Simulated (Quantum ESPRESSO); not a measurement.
A run of Quantum ESPRESSO 7.5:

Contents of pw.in:

```
&CONTROL
  calculation = 'scf'
  prefix = 'pwscf'
  outdir = './tmp'
  pseudo_dir = './pseudo'
  tprnfor = .true.
  tstress = .true.
  disk_io = 'low'
/
&SYSTEM
  ibrav = 0
  nat = 1
  ntyp = 1
  ecutwfc = 45
  ecutrho = 360
  nbnd = 14
  occupations = 'smearing'
  smearing = 'fd'
  degauss = 0.00367493
/
&ELECTRONS
  conv_thr = 2d-10
  electron_maxstep = 120
  mixing_beta = 0.5
/
ATOMIC_SPECIES
Pd   106.4200 pd_lda_v1.4.uspp.F.UPF
CELL_PARAMETERS angstrom
   0.0000000000    1.9465000000    1.9465000000
   1.9465000000    0.0000000000    1.9465000000
   1.9465000000    1.9465000000    0.0000000000
ATOMIC_POSITIONS angstrom
Pd     0.0000000000    0.0000000000    0.0000000000
K_POINTS automatic
12 12 12 0 0 0
```

The input bands.in:

```
&CONTROL
  calculation = 'bands'
  prefix = 'pwscf'
  outdir = './tmp'
  pseudo_dir = './pseudo'
  disk_io = 'low'
  verbosity = 'high'
/
&SYSTEM
  ibrav = 0
  nat = 1
  ntyp = 1
  ecutwfc = 45
  ecutrho = 360
  nbnd = 14
  occupations = 'smearing'
  smearing = 'fd'
  degauss = 0.00367493
/
&ELECTRONS
  conv_thr = 1d-08
  electron_maxstep = 120
  mixing_beta = 0.5
  diago_full_acc = .true.
/
ATOMIC_SPECIES
Pd   106.4200 pd_lda_v1.4.uspp.F.UPF
CELL_PARAMETERS angstrom
   0.0000000000    1.9465000000    1.9465000000
   1.9465000000    0.0000000000    1.9465000000
   1.9465000000    1.9465000000    0.0000000000
ATOMIC_POSITIONS angstrom
Pd     0.0000000000    0.0000000000    0.0000000000
K_POINTS crystal
60
 0.0000000000  0.0000000000  0.0000000000 1
 0.0625000000  0.0000000000  0.0625000000 1
 0.1250000000  0.0000000000  0.1250000000 1
 0.1875000000  0.0000000000  0.1875000000 1
 0.2500000000  0.0000000000  0.2500000000 1
 0.3125000000  0.0000000000  0.3125000000 1
 0.3750000000  0.0000000000  0.3750000000 1
 0.4375000000  0.0000000000  0.4375000000 1
 0.5000000000  0.0000000000  0.5000000000 1
 0.5000000000  0.0625000000  0.5625000000 1
 0.5000000000  0.1250000000  0.6250000000 1
 0.5000000000  0.1875000000  0.6875000000 1
 0.5000000000  0.2500000000  0.7500000000 1
 0.4375000000  0.3125000000  0.7500000000 1
 0.3750000000  0.3750000000  0.7500000000 1
 0.3375000000  0.3375000000  0.6750000000 1
 0.3000000000  0.3000000000  0.6000000000 1
 0.2625000000  0.2625000000  0.5250000000 1
 0.2250000000  0.2250000000  0.4500000000 1
 0.1875000000  0.1875000000  0.3750000000 1
 0.1500000000  0.1500000000  0.3000000000 1
 0.1125000000  0.1125000000  0.2250000000 1
 0.0750000000  0.0750000000  0.1500000000 1
 0.0375000000  0.0375000000  0.0750000000 1
 0.0000000000  0.0000000000  0.0000000000 1
 0.0625000000  0.0625000000  0.0625000000 1
 0.1250000000  0.1250000000  0.1250000000 1
 0.1875000000  0.1875000000  0.1875000000 1
 0.2500000000  0.2500000000  0.2500000000 1
 0.3125000000  0.3125000000  0.3125000000 1
 0.3750000000  0.3750000000  0.3750000000 1
 0.4375000000  0.4375000000  0.4375000000 1
 0.5000000000  0.5000000000  0.5000000000 1
 0.5250000000  0.4500000000  0.5250000000 1
 0.5500000000  0.4000000000  0.5500000000 1
 0.5750000000  0.3500000000  0.5750000000 1
 0.6000000000  0.3000000000  0.6000000000 1
 0.6250000000  0.2500000000  0.6250000000 1
 0.5833333333  0.2500000000  0.6666666667 1
 0.5416666667  0.2500000000  0.7083333333 1
 0.5000000000  0.2500000000  0.7500000000 1
 0.5000000000  0.2857142857  0.7142857143 1
 0.5000000000  0.3214285714  0.6785714286 1
 0.5000000000  0.3571428571  0.6428571429 1
 0.5000000000  0.3928571429  0.6071428571 1
 0.5000000000  0.4285714286  0.5714285714 1
 0.5000000000  0.4642857143  0.5357142857 1
 0.5000000000  0.5000000000  0.5000000000 1
 0.4821428571  0.4821428571  0.5357142857 1
 0.4642857143  0.4642857143  0.5714285714 1
 0.4464285714  0.4464285714  0.6071428571 1
 0.4285714286  0.4285714286  0.6428571429 1
 0.4107142857  0.4107142857  0.6785714286 1
 0.3928571429  0.3928571429  0.7142857143 1
 0.3750000000  0.3750000000  0.7500000000 1
 0.6250000000  0.2500000000  0.6250000000 1
 0.5937500000  0.1875000000  0.5937500000 1
 0.5625000000  0.1250000000  0.5625000000 1
 0.5312500000  0.0625000000  0.5312500000 1
 0.5000000000  0.0000000000  0.5000000000 1
```

Potentials or basis: GBRV 1.5 LDA.

The run is started by

```bash
$ OMP_NUM_THREADS=1 pw.x -in pw.in > pw.out
$ OMP_NUM_THREADS=1 pw.x -in bands.in > bands.out
```

Hardware: 1 thread of AMD EPYC 7B13 (Zen 3), on a shared host.

Q: How long does it take, and how much memory?

A: Run time: 11 s on 1 thread of AMD EPYC 7B13 (Zen 3) (shared host), peak memory 0.09 GiB. Counts: scf iterations 8, k pools 1, bands 14, k points 72, g dense 11575.
